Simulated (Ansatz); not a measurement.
ZnS built on the h-MgO prototype (no longer in that coordination) was relaxed with 5 functionals in the plane-wave code Ansatz, cell and atoms free, the symmetry of the start kept (meshes: PBE 12×12×6, r2SCAN 6×6×4, PBEsol 6×6×4, LDA 6×6×4, HSE06 6×6×4). These are computed values for a spin-unpolarised cell that may be hypothetical; none is a measurement.

The HSE06 result:
```
Zn S
1.0
     3.96961    0.00000    0.00000
    -1.98480    3.43778    0.00000
     0.00000    0.00000    5.91903
Zn S
2 2
Direct
  0.33333 0.66667 0.25000
  0.66667 0.33333 0.75000
  0.66667 0.33333 0.25000
  0.33333 0.66667 0.75000
```

The symmetry is P6_3/mmc (No. 194, hexagonal); conventional cell a = 3.970 Å, c = 5.919 Å, 20.19 Å³ an atom. Around Zn lie 3 S at 2.29 Å; around S lie 3 Zn at 2.29 Å.

**Question.** Order the functionals by the relaxed volume, smallest first.
A. HSE06
B. r2SCAN
C. LDA
D. PBEsol
E. PBE

**Answer.** C (18.49 Å³/atom), D (19.15 Å³/atom), B (19.83 Å³/atom), A (20.19 Å³/atom), E (20.56 Å³/atom).

**Question.** What lattice does PBE give?

**Answer.** a = 3.974 Å, c = 6.011 Å; the volume differs by +1.8 % from HSE06's. Around Zn lie 3 S at 2.29 Å; around S lie 3 Zn at 2.29 Å.

**Question.** How does the cell change with r2SCAN?

**Answer.** a = 3.946 Å, c = 5.880 Å; the volume differs by -1.8 % from HSE06's. Around Zn lie 3 S at 2.28 Å; around S lie 3 Zn at 2.28 Å.

**Question.** Held at the r2SCAN cell, what mean stress do LDA and PBE find, and does its sign point to their own minimum?

**Answer.** Yes. LDA -3.98 GPa, and its relaxed volume is -6.7 % from r2SCAN's; PBE +2.06 GPa, and its relaxed volume is +3.7 % from r2SCAN's. Compression counts positive, so a positive stress asks for a larger cell.
